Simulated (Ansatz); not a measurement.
# Si2Mo: the cost of one run

Program: Ansatz 0.2.0. Level of theory: DFT PBE, plane waves, PAW, spin-orbit coupling, non-collinear spin. These are calculated values, not measurements.

## Step 1: The starting structure

The cell holds 6 atoms (Mo2Si4): a = 4.317 Å, b = 4.130 Å, c = 4.880 Å, α = 81.83°, β = 86.93°, γ = 89.68°.

Structure file:

```
Mo Si
1.0
     4.28224   -0.54563   -0.07225
     0.54950    4.04297    0.64004
     0.33165   -0.10682    4.86799
Mo Si
2 4
Direct
  0.77101 0.76987 0.84571
  0.29873 0.55068 0.57368
  0.03511 0.24185 0.00669
  0.86993 0.21614 0.45727
  0.41836 0.09753 0.28795
  0.81114 0.73651 0.34018
```

## Step 2: Molecular dynamics

Input file input.yaml:

```yaml
crystal:
  lattice:
    - [4.282235, -0.545625, -0.072248]
    - [0.549497, 4.04297, 0.64004]
    - [0.331653, -0.106821, 4.867985]
  atoms:
    - { symbol: Mo, position: [0.771008, 0.769872, 0.845712] }
    - { symbol: Mo, position: [0.29873, 0.55068, 0.573676] }
    - { symbol: Si, position: [0.035113, 0.241855, 0.00669] }
    - { symbol: Si, position: [0.869931, 0.216136, 0.457275] }
    - { symbol: Si, position: [0.418359, 0.097526, 0.287953] }
    - { symbol: Si, position: [0.811136, 0.736506, 0.340178] }
kpoints:
  mp_grid: { grid: [4, 4, 3] }
magnetization:
  noncollinear: true
  spin_orbit: true
scf:
  occupations: { method: fermi_dirac, width: 0.05 }
hamiltonian:
  pseudopotentials: { kind: paw_fr }
  xc: pbe
basis:
  ecutwfc: 420
md:
  timestep: 1.0
  n_steps: 20
  ensemble: nvt_langevin
  temperature: 300.0
  initial_velocities: maxwell_boltzmann
  seed: 789173
```

The run is started by

```console
$ ansatz run input.yaml --threads 2 --pin off --max-ram 2560MiB --backend cpu --events-out ev --progress --plain --runs-dir out
```

**Question.** How long does this run take on 2 threads of Arm Neoverse V1, shared host, and how much memory does it need?

About 4.2 min, with a peak of 0.79 GiB.
